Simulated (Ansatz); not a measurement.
# NiSi2/ZnS/CoSi2: conductance against the thickness of the layer, part 2 of 5

How fast does the current through NiSi2/ZnS/CoSi2 fall with each added layer? The lower electrode is NiSi2 fluorite(111), the upper one CoSi2 fluorite(111) turned by 180 degrees (type B); the barrier is ZnS wurtzite(0001) (whole bilayers). In the first transport cell, after relaxation, the nearest pair of electrode and barrier is Si–S at 2.33 Å, along the normal, at the lower face and Si–Zn at 2.48 Å, along the normal, at the upper one. All share a net of side 3.84 Å, which strains the lower electrode by +0.0 %, the upper one by +1.3 % and the barrier by -0.3 %, against typed lattice constants near PBE's. The first steps treat the bulk electrodes alone.

Ansatz 0.2.0; PBE DFT, plane waves, PAW files (the session's first sound run).

So far: Starting point; Layer spacing of the electrode.

**3. The strained electrode**

System of this step: CoSi2. The structure is trigonal, space group R-3m (No. 166). Conventional cell: a = 3.840 Å, b = 3.840 Å, c = 9.198 Å, α = 90.00°, β = 90.00°, γ = 120.00°. Nearest to Si lie 4 Co at 2.30 to 2.35 Å. Nearest to Co lie 8 Si at 2.30 to 2.35 Å. Farther neighbours are not listed.

The electrode is held to the junction's net and relaxed along the normal; its spacing is used for the ideal lead layers.

input.yaml reads:

```yaml
crystal:
  lattice:
    - [3.84, 0.0, 0.0]
    - [-1.92, 3.3255375505, 0.0]
    - [0.0, 0.0, 9.19821853]
  atoms:
    - { symbol: Si, position: [0.0, 0.0, 0.0] }
    - { symbol: Co, position: [0.6666666667, 0.3333333333, 0.0833333333] }
    - { symbol: Si, position: [0.3333333333, 0.6666666667, 0.1666666667] }
    - { symbol: Si, position: [0.6666666667, 0.3333333333, 0.3333333333] }
    - { symbol: Co, position: [0.3333333333, 0.6666666667, 0.4166666667] }
    - { symbol: Si, position: [0.0, 0.0, 0.5] }
    - { symbol: Si, position: [0.3333333333, 0.6666666667, 0.6666666667] }
    - { symbol: Co, position: [0.0, 0.0, 0.75] }
    - { symbol: Si, position: [0.6666666667, 0.3333333333, 0.8333333333] }
kpoints:
  mp_grid: { grid: [12, 12, 3] }
scf:
  occupations: { method: fermi_dirac, width: 0.1 }
  max_iter: 150
hamiltonian:
  xc: pbe
relax:
  f_tol: 0.01
  max_steps: 40
  cell: { fix: [a, b, angles] }
```

The run is started by

```bash
$ ansatz run input.yaml --threads 8 --pin off --max-ram 24576MiB --backend cpu --events-out ev --progress --plain --runs-dir out
```

Numbers of over 12 decimals in the logs are rounded to 6 here.

Output:

```text
[...]
Crystal: 9 atoms, lattice volume = 117.462 Å³
Basis set: ecut = 420 eV, 2275 PW (Γ), exchange–correlation on 54×54×128 points (8 copies of the dense FFT grid, shifted against one another)
Bands: 47, of which v1, the nominal top of the filled ones, is band 38 counted from 1 (37 counted from 0)
Symmetry: 36 space group operations
[...]
k-points: 50 of 432
[...]
SCF iter   1: F=—  HF=-19197.546925 eV  |F-HF|=—  |Δ(HF+E_count)|=         —  Δρ=4.37e-3  dr2=2.39e-2  ethr=1.77e-3  ⟨swp⟩=7.4  Hψ=9981  notcnv=0  defer=8
[...]
SCF iter   9: F=-19197.546688 eV  HF=-19197.546688 eV  |F-HF|=2.47e-8  |Δ(HF+E_count)|=   7.06e-9  Δρ=5.96e-6  dr2=2.86e-8  ethr=1.33e-10  ⟨swp⟩=3.8  Hψ=6736  notcnv=0
SCF 1 converged in 9 iterations: F = -19197.546688 eV  dr2 = 2.86e-8
[...]
relax step   1: F+E_penalty+E_count = -19197.54668815 eV  Δ(F+E_penalty+E_count) = +0.000e0 eV  max|allowed force component| = 2.278e-1 eV/Å  Δτ_max = 0.0000 Å  P = -2.777 GPa  Ω = 117.462 Å³  fix = [a, b, alpha, beta, gamma]  reactions: a -4.967, b -4.967 GPa  (9 SCF iters, dr2 threshold 1.00e-7 eV, accepted)
Crystal: 9 atoms, lattice volume = 117.470 Å³
[...]
SCF iter   6: F=-19197.554999 eV  HF=-19197.554999 eV  |F-HF|=8.73e-11  |Δ(HF+E_count)|=   1.03e-9  Δρ=9.24e-7  dr2=7.07e-10  ethr=1.05e-11  ⟨swp⟩=1.2  Hψ=6185  notcnv=0
SCF 2 converged in 6 iterations: F = -19197.554999 eV  dr2 = 7.07e-10
relax step   2: F+E_penalty+E_count = -19197.55499907 eV  Δ(F+E_penalty+E_count) = -8.311e-3 eV  max|allowed force component| = 1.411e-1 eV/Å  Δτ_max = 0.0075 Å  P = -2.832 GPa  Ω = 117.470 Å³  energy of the carried Pulay correction = -3.355e-6 eV  fix = [a, b, alpha, beta, gamma]  reactions: a -4.714, b -4.714 GPa  (6 SCF iters, dr2 threshold 9.00e-7 eV, accepted)
Crystal: 9 atoms, lattice volume = 117.343 Å³
[...]
SCF iter   6: F=-19197.560207 eV  HF=-19197.560207 eV  |F-HF|=4.62e-9  |Δ(HF+E_count)|=   1.17e-8  Δρ=2.42e-6  dr2=1.06e-8  ethr=7.93e-11  ⟨swp⟩=2.0  Hψ=7064  notcnv=0
SCF 3 converged in 6 iterations: F = -19197.560207 eV  dr2 = 1.06e-8
relax step   3: F+E_penalty+E_count = -19197.56020690 eV  Δ(F+E_penalty+E_count) = -5.208e-3 eV  max|allowed force component| = 6.069e-4 eV/Å  Δτ_max = 0.0134 Å  P = -2.685 GPa  Ω = 117.343 Å³  energy of the carried Pulay correction = +5.120e-5 eV  fix = [a, b, alpha, beta, gamma]  reactions: a -4.162, b -4.162 GPa  (6 SCF iters, dr2 threshold 9.00e-7 eV, accepted)
[...]
relax step   4: F+E_penalty+E_count = -19197.56021800 eV  Δ(F+E_penalty+E_count) = -1.110e-5 eV  max|allowed force component| = 8.106e-4 eV/Å  Δτ_max = 0.0010 Å  P = -2.886 GPa  Ω = 117.483 Å³  energy of the carried Pulay correction = -9.109e-6 eV  fix = [a, b, alpha, beta, gamma]  reactions: a -4.272, b -4.272 GPa  (6 SCF iters, dr2 threshold 1.80e-7 eV, accepted)
[...]
relax step   5: F+E_penalty+E_count = -19197.56024996 eV  Δ(F+E_penalty+E_count) = -3.196e-5 eV  max|allowed force component| = 3.137e-4 eV/Å  Δτ_max = 0.0003 Å  P = -2.826 GPa  Ω = 117.441 Å³  energy of the carried Pulay correction = +9.105e-6 eV  fix = [a, b, alpha, beta, gamma]  reactions: a -4.240, b -4.240 GPa  (6 SCF iters, dr2 threshold 3.27e-8 eV, accepted)
[...]
SCF iter   8: F=-19197.560234 eV  HF=-19197.560234 eV  |F-HF|=3.64e-12  |Δ(HF+E_count)|=  3.64e-12  Δρ=6.02e-9  dr2=2.47e-14  ethr=1.00e-12  ⟨swp⟩=1.1  Hψ=4909  notcnv=0
SCF 6 converged in 8 iterations: F = -19197.560234 eV  dr2 = 2.47e-14
relax step   6: F+E_penalty+E_count = -19197.56023418 eV  Δ(F+E_penalty+E_count) = +1.578e-5 eV  max|allowed force component| = 3.140e-4 eV/Å  Δτ_max = 0.0000 Å  P = -2.826 GPa  Ω = 117.441 Å³  fix = [a, b, alpha, beta, gamma]  reactions: a -4.241, b -4.241 GPa  stress off target by 3.86e-3 GPa on what of the cell is left free  SCF on the basis re-selected at this cell (its energy is not comparable with the rows above)  (8 SCF iters)
basis re-selected at this cell: Δ(F+E_penalty+E_count) = +1.578e-5 eV, ΔP = -0.000 GPa vs the last step (what re-selecting the basis moved, of the pressure what is left beyond the Pulay correction that the steps carried, after the strain that the cell walked since its last selection, with what the two solves' SCF thresholds leave and, on support functions, any second-order correction that the steps lacked; it is no m [...]
SCF converged after 8 iterations
Free energy (F): -19197.560234 eV
[...]
Internal energy: -19197.460645 eV  (E = F + TS)
E sigma→0 (E₀):  -19197.510439 eV
Entropy (-TS):   -0.099590 eV (-11.066 meV/atom)
Fermi energy:    12.571349 eV
[...]
--- Forces (eV/Å), atoms counted from 1 ---
  atom   1  Si     0.00000000     0.00000000    -0.00031403
  atom   2  Co     0.00000000    -0.00000000     0.00000000
  atom   3  Si     0.00000000    -0.00000000     0.00031403
  atom   4  Si    -0.00000000     0.00000000    -0.00031403
  atom   5  Co    -0.00000000    -0.00000000     0.00000000
  atom   6  Si    -0.00000000    -0.00000000     0.00031403
  atom   7  Si     0.00000000     0.00000000    -0.00031403
  atom   8  Co     0.00000000    -0.00000000     0.00000000
  atom   9  Si     0.00000000    -0.00000000     0.00031403
  max |Σ_I F_I| component: 3.70e-17 eV/Å
--- Stress (GPa, compression-positive) ---
       -4.240594      -0.000000      -0.000000
       -0.000000      -4.240594       0.000000
       -0.000000      -0.000000       0.003859
  P = ⅓ Tr σ = -2.8258 GPa (-28.258 kbar)
--- Relaxed structure (5 steps of the walk, 5 accepted, 1 SCFs on fresh bases) ---
[...]
cell:  # Å, volume = 117.4406 Å³
    - [3.840000, 0, 0]
    - [-1.920000, 3.325538, 0]
    - [0, 0, 9.196558]
  atoms:
    - { symbol: Si, position: [6.709822928075622e-19, 0, 0.00218504] }
    - { symbol: Co, position: [0.666667, 0.333333, 0.083333] }
    - { symbol: Si, position: [0.333333, 0.666667, 0.164482] }
    - { symbol: Si, position: [0.666667, 0.333333, 0.335518] }
    - { symbol: Co, position: [0.333333, 0.666667, 0.416667] }
    - { symbol: Si, position: [-6.709822928075622e-19, 0, 0.497815] }
    - { symbol: Si, position: [0.333333, 0.666667, 0.668852] }
    - { symbol: Co, position: [0, 0, 0.750000] }
    - { symbol: Si, position: [0.666667, 0.333333, 0.831148] }
```

Run time: 10 s. Hardware: 8 threads of Intel Xeon 6975P-C (Granite Rapids), shared host; peak memory 0.79 GiB.

This run has no spin polarisation, although Co can carry a moment.

Step by step:

```tsv
step	energy less that of the first step (eV)	largest force component (eV/Å)	pressure (GPa)	volume (Å³)
1	0.0000	0.2278	-2.78	117.46
2	-0.0083	0.1411	-2.83	117.47
3	-0.0135	0.0006	-2.69	117.34
4	-0.0135	0.0008	-2.89	117.48
5	-0.0136	0.0003	-2.83	117.44
6*	-0.0135	0.0003	-2.83	117.44
```

Relaxation steps marked * repeat the geometry before them on a plane-wave basis chosen anew for their cell, so energy and pressure can jump there.

Forces are held to the 36 operations that the run works with; a distortion that breaks them can't arise in this run.

```tsv
conventional cell, symmetrised	before	after	change
a (Å)	3.840	3.840	-0.0 %
b (Å)	3.840	3.840	-0.0 %
c (Å)	9.198	9.197	-0.0 %
volume (Å³/atom)	13.05	13.05	-0.0 %
```

The atoms that moved most (Å, as changes of fractional coordinates times the final cell):

```tsv
atom	dx	dy	dz	length
Si4	0.000	0.000	0.020	0.020
Si1	0.000	0.000	0.020	0.020
Si3	0.000	0.000	-0.020	0.020
Si7	0.000	0.000	0.020	0.020
Si6	0.000	0.000	-0.020	0.020
Si9	0.000	0.000	-0.020	0.020
```

The relaxed structure:

```cif
data_structure
_symmetry_space_group_name_H-M 'P 1'
_symmetry_Int_Tables_number 1
_cell_length_a 3.8400
_cell_length_b 3.8400
_cell_length_c 9.1966
_cell_angle_alpha 90.000
_cell_angle_beta 90.000
_cell_angle_gamma 120.000
_cell_volume 117.44
loop_
_atom_site_label
_atom_site_type_symbol
_atom_site_fract_x
_atom_site_fract_y
_atom_site_fract_z
_atom_site_occupancy
Si1 Si 0.00000 0.00000 0.00219 1
Co2 Co 0.66667 0.33333 0.08333 1
Si3 Si 0.33333 0.66667 0.16448 1
Si4 Si 0.66667 0.33333 0.33552 1
Co5 Co 0.33333 0.66667 0.41667 1
Si6 Si 0.00000 0.00000 0.49781 1
Si7 Si 0.33333 0.66667 0.66885 1
Co8 Co 0.00000 0.00000 0.75000 1
Si9 Si 0.66667 0.33333 0.83115 1
```

This step gave:

```
free energy  : -19197.5602 eV
Fermi energy : 12.57 eV
pressure     : -2.826 GPa
```

The relaxation ends with a largest force component of 3.1e-4 eV/Å.

**4. Relaxing the interfaces**

System of this step: NiSi2/ZnS/CoSi2. The cell holds 12 atoms: 6 Si, 1 Ni, 2 S, 2 Zn and 1 Co. Its edges and angles: a = 3.840 Å, b = 3.840 Å, c = 30.729 Å, α = 90.0°, β = 90.0°, γ = 120.0°. Vacuum lies along c.

The starting distances are typed guesses, too rough for a quantity that is exponential in distance. A short slab in vacuum serves: only the barrier and the layers next to it are taken over, and later cells can add or drop layers in the barrier's middle. The dipole correction removes the field that unlike faces would set up across the vacuum.

input.yaml reads:

```yaml
crystal:
  lattice:
    - [3.84, 0.0, 0.0]
    - [-1.92, 3.3255375505, 0.0]
    - [0.0, 0.0, 30.7291278778]
  atoms:
    - { symbol: Si, position: [0.33333333, 0.66666667, 0.2603393117] }
    - { symbol: Si, position: [0.0, 0.0, 0.3113459256] }
    - { symbol: Ni, position: [0.33333333, 0.66666667, 0.3368492326] }
    - { symbol: Si, position: [0.66666667, 0.33333333, 0.3623525396] }
    - { symbol: S, position: [0.66666667, 0.33333333, 0.4342712744] }
    - { symbol: Zn, position: [0.0, 0.0, 0.4595743402] }
    - { symbol: S, position: [0.0, 0.0, 0.5371292656] }
    - { symbol: Zn, position: [0.66666667, 0.33333333, 0.5624323314] }
    - { symbol: Si, position: [0.66666667, 0.33333333, 0.6398832766] }
    - { symbol: Co, position: [0.33333333, 0.66666667, 0.6648276296] }
    - { symbol: Si, position: [0.0, 0.0, 0.6897719825] }
    - { symbol: Si, position: [0.33333333, 0.66666667, 0.7396606883] }
kpoints:
  mp_grid: { grid: [8, 8, 1] }
scf:
  occupations: { method: fermi_dirac, width: 0.1 }
  max_iter: 150
hamiltonian:
  xc: pbe
efield:
  axis: 3
  dipole_correction: true
relax:
  f_tol: 0.04
  max_steps: 60
output:
  forces: true
```

Output:

```text
[...]
Crystal: 12 atoms, lattice volume = 392.413 Å³
Basis set: ecut = 420 eV, 7663 PW (Γ), exchange–correlation on 54×54×432 points (8 copies of the dense FFT grid, shifted against one another)
Bands: 60, of which v1, the nominal top of the filled ones, is band 48 counted from 1 (47 counted from 0)
Symmetry: 6 space group operations
[...]
k-points: 10 of 64 (time reversal used)
[...]
SCF iter   1: F=—  HF=-23224.156399 eV  |F-HF|=—  |Δ(HF+E_count)|=         —  Δρ=8.96e-3  dr2=1.96e0  ethr=1.77e-3  p=0.036 e·Å  D=1.67e-2 V/Å  ΔV_dip=-0.51 eV  dr2_dipole=1.43e0  V_vac-E_F(+/−)=4.61/5.13 eV  ⟨swp⟩=10.2  Hψ=3135  notcnv=0  defer=2
efield: sawtooth ramp at fractional position 0.9500 (placed from the atoms, in the widest stretch of the axis that holds none; the zero of the levels goes with the place), width 0.1000; the density the first Hamiltonian is built on has a dipole p = 0.036 e·Å; the dipole correction subtracts the counter field D = 1.67e-2 V/Å, which shifts the + side's vacuum level by -0.51 eV against the − side's; the planar-averaged density in the ramp window peaks in size at 3.4e-5 e/Å³
[...]
SCF iter   2: F=—  HF=-23224.133505 eV  |F-HF|=—  |Δ(HF+E_count)|=   2.29e-2  Δρ=1.23e-2  dr2=5.06e-1  ethr=1.77e-3  p=0.035 e·Å  D=1.62e-2 V/Å  ΔV_dip=-0.50 eV  dr2_dipole=1.37e-2  V_vac-E_F(+/−)=4.84/5.34 eV  ⟨swp⟩=2.7  Hψ=849  notcnv=0  defer=11
[...]
SCF iter   7: F=-23224.105539 eV  HF=-23224.105545 eV  |F-HF|=6.49e-6  |Δ(HF+E_count)|=   5.86e-6  Δρ=3.60e-5  dr2=8.99e-6  ethr=4.21e-8  p=0.027 e·Å  D=1.23e-2 V/Å  ΔV_dip=-0.38 eV  dr2_dipole=1.68e-7  V_vac-E_F(+/−)=4.94/5.32 eV  ⟨swp⟩=5.0  Hψ=2269  notcnv=0
SCF 1 converged in 7 iterations: F = -23224.105539 eV  dr2 = 8.99e-6
[...]
relax step   1: F+E_penalty+E_count = -23224.10553853 eV  Δ(F+E_penalty+E_count) = +0.000e0 eV  max|allowed force component| = 1.369e0 eV/Å  Δτ_max = 0.0000 Å  (7 SCF iters, dr2 threshold 4.00e-5 eV, accepted)
[...]
SCF iter   1: F=—  HF=-23224.305745 eV  |F-HF|=—  |Δ(HF+E_count)|=         —  Δρ=4.48e-3  dr2=2.75e-1  ethr=2.93e-4  p=0.027 e·Å  D=1.23e-2 V/Å  ΔV_dip=-0.38 eV  dr2_dipole=1.03e-1  V_vac-E_F(+/−)=4.92/5.30 eV  ⟨swp⟩=1.3  Hψ=2269  notcnv=0  defer=12
efield: sawtooth ramp at fractional position 0.9500 (handed on by an earlier solve), width 0.1000; the density the first Hamiltonian is built on has a dipole p = 0.027 e·Å; the dipole correction subtracts the counter field D = 1.23e-2 V/Å, which shifts the + side's vacuum level by -0.38 eV against the − side's; the planar-averaged density in the ramp window peaks in size at 8.2e-6 e/Å³
[...]
SCF iter   2: F=—  HF=-23224.294129 eV  |F-HF|=—  |Δ(HF+E_count)|=   1.16e-2  Δρ=2.92e-3  dr2=5.42e-2  ethr=2.89e-4  p=0.030 e·Å  D=1.36e-2 V/Å  ΔV_dip=-0.42 eV  dr2_dipole=5.27e-5  V_vac-E_F(+/−)=4.86/5.28 eV  ⟨swp⟩=2.5  Hψ=974  notcnv=0  defer=12
[...]
SCF iter   7: F=-23224.282306 eV  HF=-23224.282302 eV  |F-HF|=4.09e-6  |Δ(HF+E_count)|=   1.91e-6  Δρ=2.11e-5  dr2=2.72e-6  ethr=5.98e-8  p=0.032 e·Å  D=1.46e-2 V/Å  ΔV_dip=-0.45 eV  dr2_dipole=9.80e-8  V_vac-E_F(+/−)=4.88/5.33 eV  ⟨swp⟩=4.0  Hψ=1825  notcnv=0
SCF 2 converged in 7 iterations: F = -23224.282306 eV  dr2 = 2.72e-6
relax step   2: F+E_penalty+E_count = -23224.28230573 eV  Δ(F+E_penalty+E_count) = -1.768e-1 eV  max|allowed force component| = 6.347e-1 eV/Å  Δτ_max = 0.1188 Å  (7 SCF iters, dr2 threshold 1.00e-4 eV, accepted)
SCF iter   1: F=—  HF=-23224.353667 eV  |F-HF|=—  |Δ(HF+E_count)|=         —  Δρ=4.00e-3  dr2=1.01e-1  ethr=1.61e-3  p=0.032 e·Å  D=1.46e-2 V/Å  ΔV_dip=-0.45 eV  dr2_dipole=2.94e-2  V_vac-E_F(+/−)=4.90/5.35 eV  ⟨swp⟩=4.1  Hψ=1464  notcnv=0  defer=14
[...]
SCF iter   6: F=-23224.340900 eV  HF=-23224.340900 eV  |F-HF|=4.05e-7  |Δ(HF+E_count)|=   3.11e-6  Δρ=4.24e-5  dr2=6.80e-6  ethr=2.65e-8  p=0.035 e·Å  D=1.63e-2 V/Å  ΔV_dip=-0.50 eV  dr2_dipole=1.33e-6  V_vac-E_F(+/−)=4.85/5.35 eV  ⟨swp⟩=5.0  Hψ=2384  notcnv=0
SCF 3 converged in 6 iterations: F = -23224.340900 eV  dr2 = 6.80e-6
relax step   3: F+E_penalty+E_count = -23224.34089975 eV  Δ(F+E_penalty+E_count) = -5.859e-2 eV  max|allowed force component| = 1.483e-1 eV/Å  Δτ_max = 0.0843 Å  (6 SCF iters, dr2 threshold 2.52e-5 eV, accepted)
[...]
relax step   4: F+E_penalty+E_count = -23224.34405216 eV  Δ(F+E_penalty+E_count) = -3.152e-3 eV  max|allowed force component| = 2.185e-1 eV/Å  Δτ_max = 0.0729 Å  (9 SCF iters, accepted)
[...]
relax step   5: F+E_penalty+E_count = -23224.34868487 eV  Δ(F+E_penalty+E_count) = -4.633e-3 eV  max|allowed force component| = 5.047e-2 eV/Å  Δτ_max = 0.0269 Å  (7 SCF iters, dr2 threshold 2.98e-6 eV, accepted)
SCF iter   1: F=—  HF=-23224.349260 eV  |F-HF|=—  |Δ(HF+E_count)|=         —  Δρ=3.77e-4  dr2=1.65e-3  ethr=1.84e-5  p=0.035 e·Å  D=1.62e-2 V/Å  ΔV_dip=-0.50 eV  dr2_dipole=7.12e-4  V_vac-E_F(+/−)=4.85/5.35 eV  ⟨swp⟩=2.0  Hψ=1229  notcnv=0  defer=15
[...]
SCF iter   7: F=-23224.349170 eV  HF=-23224.349170 eV  |F-HF|=7.07e-8  |Δ(HF+E_count)|=   2.43e-7  Δρ=3.29e-6  dr2=3.83e-8  ethr=1.05e-10  p=0.035 e·Å  D=1.61e-2 V/Å  ΔV_dip=-0.50 eV  dr2_dipole=4.52e-9  V_vac-E_F(+/−)=4.85/5.35 eV  ⟨swp⟩=5.0  Hψ=2281  notcnv=0
SCF 6 converged in 7 iterations: F = -23224.349170 eV  dr2 = 3.83e-8
relax step   6: F+E_penalty+E_count = -23224.34916968 eV  Δ(F+E_penalty+E_count) = -4.848e-4 eV  max|allowed force component| = 2.428e-2 eV/Å  Δτ_max = 0.0070 Å  (7 SCF iters, accepted)
SCF converged after 7 iterations
Free energy (F): -23224.349170 eV
[...]
Internal energy: -23224.226879 eV  (E = F + TS)
E sigma→0 (E₀):  -23224.288024 eV
Entropy (-TS):   -0.122291 eV (-10.191 meV/atom)
Fermi energy:    2.155561 eV
Dipole field:    D = 0.016199 V/Å  (p = 0.035128 e·Å, saw-weighted, corrected)
Work function:   Φ+ = 4.8500 eV   Φ− = 5.3477 eV
Levels:          The Fermi level and band energies are counted from a zero that moves with the ramp; work functions are not
[...]
--- Forces (eV/Å), atoms counted from 1 ---
  atom   1  Si    -0.00000000     0.00000000    -0.00892313
  atom   2  Si    -0.00000000     0.00000000     0.00307648
  atom   3  Ni     0.00000000     0.00000000     0.00628974
  atom   4  Si    -0.00000000    -0.00000000    -0.00876498
  atom   5  S      0.00000000    -0.00000000     0.01934510
  atom   6  Zn     0.00000000     0.00000000    -0.02428466
  atom   7  S      0.00000000     0.00000000     0.02082217
  atom   8  Zn     0.00000000    -0.00000000    -0.01534377
  atom   9  Si    -0.00000000    -0.00000000     0.00809290
  atom  10  Co     0.00000000    -0.00000000    -0.00928066
  atom  11  Si     0.00000000    -0.00000000     0.00358143
  atom  12  Si     0.00000000     0.00000000     0.00538712
  max |Σ_I F_I| component: 2.27e-6 eV/Å
--- Relaxed structure (6 steps of the walk, 6 accepted, 0 SCFs on fresh bases) ---
  F+E_penalty+E_count = -23224.34916968 eV   max|allowed force component| = 2.428e-2 eV/Å
  atoms:
    - { symbol: Si, position: [0.333333, 0.666667, 0.257251] }
    - { symbol: Si, position: [-8.97258815247199e-18, 0, 0.302600] }
    - { symbol: Ni, position: [0.333333, 0.666667, 0.332963] }
    - { symbol: Si, position: [0.666667, 0.333333, 0.360251] }
    - { symbol: S, position: [0.666667, 0.333333, 0.436033] }
    - { symbol: Zn, position: [3.0500295870787933e-18, 0, 0.462547] }
    - { symbol: S, position: [1.6708100431132494e-18, 0, 0.538758] }
    - { symbol: Zn, position: [0.666667, 0.333333, 0.565873] }
    - { symbol: Si, position: [0.666667, 0.333333, 0.646623] }
    - { symbol: Co, position: [0.333333, 0.666667, 0.665450] }
    - { symbol: Si, position: [2.5475968901806116e-18, 0, 0.692255] }
    - { symbol: Si, position: [0.333333, 0.666667, 0.737833] }
```

The job ended after 15 s (8 threads; peak memory 1.4 GiB).

This run has no spin polarisation although its electron count is odd.

Step by step:

```tsv
step	energy less that of the first step (eV)	largest force component (eV/Å)
1	0.0000	1.3692
2	-0.1768	0.6347
3	-0.2354	0.1483
4	-0.2385	0.2185
5	-0.2431	0.0505
6	-0.2436	0.0243
```

The run keeps the 6 symmetry operations that it works with, so distortions that break them were not tested.

The atoms that moved most (Å):

```tsv
atom	dx	dy	dz	length
Si2	0.000	0.000	-0.269	0.269
Si9	0.000	0.000	0.207	0.207
Ni3	0.000	0.000	-0.119	0.119
Zn8	0.000	0.000	0.106	0.106
Si1	0.000	0.000	-0.095	0.095
Zn6	0.000	0.000	0.091	0.091
Si11	0.000	0.000	0.076	0.076
Si4	0.000	0.000	-0.065	0.065
```

This step gave:

```
free energy               : -23224.3492 eV
Fermi energy              : 2.156 eV
work function, upper face : 4.850 eV
work function, lower face : 5.348 eV
dipole moment             : 0.03513 e·Å
dipole field              : 0.01620 V/Å
```

The largest force component on a free atom ends at 0.024 eV/Å. The work functions of the outer faces are 5.35 and 4.85 eV.

[end of part 2 of 5]

[Logs are printed without paths, hosts, clocks, repeated set-up lines and the standing remarks that a program may print on its own settings, such as how far it seeks lower states.]

[Hosts, paths, dates, database ids (printed as entryN), source tags and the programs' standing remarks are cut or masked in the printed files.]
